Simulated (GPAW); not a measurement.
Input of a GPAW 26.7.0 run:

File run.py:

```python
from ase.filters import FrechetCellFilter
from ase.io import read, write
from ase.optimize import BFGS
from ase.units import GPa
from gpaw import GPAW, PW, setup_paths

setup_paths.insert(0, '.')

atoms = read('Ca.xyz')

calc = GPAW(mode=PW(600),
            xc='PBEsol',
            kpts={'size': (8, 8, 8), 'gamma': True},
            occupations={'name': 'fermi-dirac', 'width': 0.05},
            nbands=12,
            convergence={'density': 1e-05, 'forces': 0.0001},
            maxiter=150,
            txt='gpaw.txt')
atoms.calc = calc
opt = BFGS(FrechetCellFilter(atoms, scalar_pressure=2 * GPa), trajectory='relax.traj', logfile='-')
done = opt.run(fmax=0.02, steps=60)
calc.write('gs.gpw')
write('result.traj', atoms)
print('Converged:', done)
print('Cell:', atoms.cell.cellpar().round(4))
print('Volume:', round(atoms.get_volume(), 4))
print(atoms.get_scaled_positions().round(5))
```

Contents of Ca.xyz:

```xyz
1
Lattice="-2.2400000000 2.2400000000 2.2400000000 2.2400000000 -2.2400000000 2.2400000000 2.2400000000 2.2400000000 -2.2400000000" Properties=species:S:1:pos:R:3 pbc="T T T"
Ca     0.0000000000      0.0000000000      0.0000000000
```

Potentials or basis: PAW data sets generated in the run's folder for this functional, pw.

The run is started by

```console
$ gpaw-setup -f PBEsol Ca
$ OMP_NUM_THREADS=1 python run.py
```

Question: What does it give for the relaxed volume?

Answer: 36.68 Å³/atom.

Question: What does it give for the band gap on the k mesh?

Answer: None (metal or under the smearing width).

Final structure:
```
Ca
1.0
    -2.09313    2.09313    2.09313
     2.09313   -2.09313    2.09313
     2.09313    2.09313   -2.09313
Ca
1
Direct
  0.00000 0.00000 0.00000
```

Caveat: later steps reuse the first step's grids; the volume moved by over 15 % at a fixed basis, so the end points are rough.
